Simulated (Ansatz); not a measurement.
# SnSe: the cost of one run

Program: Ansatz 0.2.0. Level of theory: DFT PBEsol, scalar-relativistic, plane waves, PAW. These are calculated values, not measurements.

3 further runs of the same task are left out: 1 that didn't finish, 2 set aside as unsound or not needed.

## 1. Starting point

The structure is cubic, space group Fm-3m (No. 225). Conventional cell: a = 5.946 Å, b = 5.946 Å, c = 5.946 Å, α = 90.00°, β = 90.00°, γ = 90.00°. Around Sn (site symmetry m-3m) lie 6 Se at 2.97 Å. Se (site symmetry m-3m) has 6 Sn at 2.97 Å as nearest neighbours.

As a file:

```
Sn Se
1.0
     0.00000    2.97275    2.97275
     2.97275    0.00000    2.97275
     2.97275    2.97275    0.00000
Sn Se
1 1
Direct
  0.00000 0.00000 0.00000
  0.50000 0.50000 0.50000
```

It is the result of an earlier relaxation at this level (volume 26.27 Å³/atom; gap on the mesh: 0.75 eV).

## 2. The cell under 20 GPa

What is minimised here is the enthalpy; the energy can go up as the cell is squeezed.

Input file input.yaml:

```yaml
crystal:
  lattice:
    - [0.0, 2.9727546667, 2.9727546667]
    - [2.9727546667, 0.0, 2.9727546667]
    - [2.9727546667, 2.9727546667, 0.0]
  atoms:
    - { symbol: Sn, position: [0.0, 0.0, 0.0] }
    - { symbol: Se, position: [0.5, 0.5, 0.5] }
basis:
  ecutwfc: 420
kpoints:
  mp_grid: { grid: [8, 8, 8] }
hamiltonian:
  xc: pbesol
scf:
  occupations: { method: fixed }
output:
  forces: true
  stress: true
  eigenvalues: true
relax:
  adjacent_minimum: "off"
  f_tol: 0.001
  max_steps: 60
  cell: { stress_tol: 0.02, p_target: 20.0 }
```

On the command line:

```sh
$ ansatz run input.yaml --threads 1 --pin off --max-ram 3072MiB --backend cpu --events-out ev --progress --plain --runs-dir out
```

Q: Estimate wall time and peak memory on 1 thread of Intel Xeon Platinum 8488C (Sapphire Rapids), shared host.

About 6.8 s, with a peak of 0.41 GiB.
